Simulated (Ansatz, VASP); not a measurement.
**W: VASP beside Ansatz**

The input INCAR:

```
SYSTEM = W
ALGO = Normal
EDIFF = 1E-6
ENCUT = 520
GGA = PS
ISIF = 2
ISMEAR = -1
LASPH = .TRUE.
LCHARG = .FALSE.
LREAL = .FALSE.
LWAVE = .FALSE.
NBANDS = 13
NELM = 60
PREC = Accurate
SIGMA = 0.05
```

File KPOINTS:

```
k-points
0
G
  10 10 10
  0 0 0
```

Contents of POSCAR:

```
W
1.0
   -1.5823450000      1.5823450000      1.6456388000
    1.5823450000     -1.5823450000      1.6456388000
    1.5823450000      1.5823450000     -1.6456388000
W
1
Direct
    0.0000000000      0.0000000000      0.0000000000
```

Contents of input.yaml:

```yaml
crystal:
  lattice:
    - [-1.582345, 1.582345, 1.6456388]
    - [1.582345, -1.582345, 1.6456388]
    - [1.582345, 1.582345, -1.6456388]
  atoms:
    - { symbol: W, position: [0.0, 0.0, 0.0] }
hamiltonian:
  xc: pbesol
  pseudopotentials: { kind: paw }
kpoints:
  mp_grid: { grid: [10, 10, 10] }
  band_path:
    path:
      - [[0.0, 0.0, 0.0], [0.0, 0.0, 0.5], [-0.4622781065, 0.4622781065, 0.5], [-0.4811390533, 0.4811390533, 0.4811390533], [0.0, 0.0, 0.0], [0.5, 0.5, -0.5], [0.4811390533, 0.5188609467, -0.4811390533], [0.0, 0.5, 0.0], [0.25, 0.25, 0.25], [0.5, 0.5, -0.4622781065], [0.5, 0.5, -0.5]]
      - [[0.0, 0.0, 0.5], [0.25, 0.25, 0.25]]
    npoints: 14
scf:
  occupations: { method: fermi_dirac, width: 0.05 }
  n_extra_bands: 6
output:
  forces: true
  stress: true
  eigenvalues: true
  fatbands: false
```

Alike in both runs: functional PBEsol; k mesh 10 × 10 × 10; occupations fermi-dirac, width 0.05 eV; no spin polarisation.

```csv
,VASP,Ansatz
version,VASP 6.6.1,Ansatz 0.2.0
potentials or method,"VASP PAW PBE potentials, release 64 (W_sv)",Ansatz PAW
plane-wave cutoff (eV),520,420
valence electrons in the cell,14,14
task,single point,band structure
```

```csv
,VASP,Ansatz,Ansatz less VASP
gap on the k mesh at the Fermi level (eV),none,none,-
pressure (GPa),-13.5,-14.0,-0.44
largest component of the traceless stress (GPa),7.66,7.67,+0.007
```

A gap of «none» marks a metal or a gap that the smearing closes.

Caveats: the PAW data sets were made with another functional, which shifts forces and pressure a little (VASP); spin-orbit coupling is left out, which moves the levels of the heavy elements (Ansatz); the PAW data sets come from PBE, with cores solved anew for the run's functional, which leaves a small shift of forces and pressure (Ansatz). The runs have no spin-orbit coupling, so splittings on W are missing.
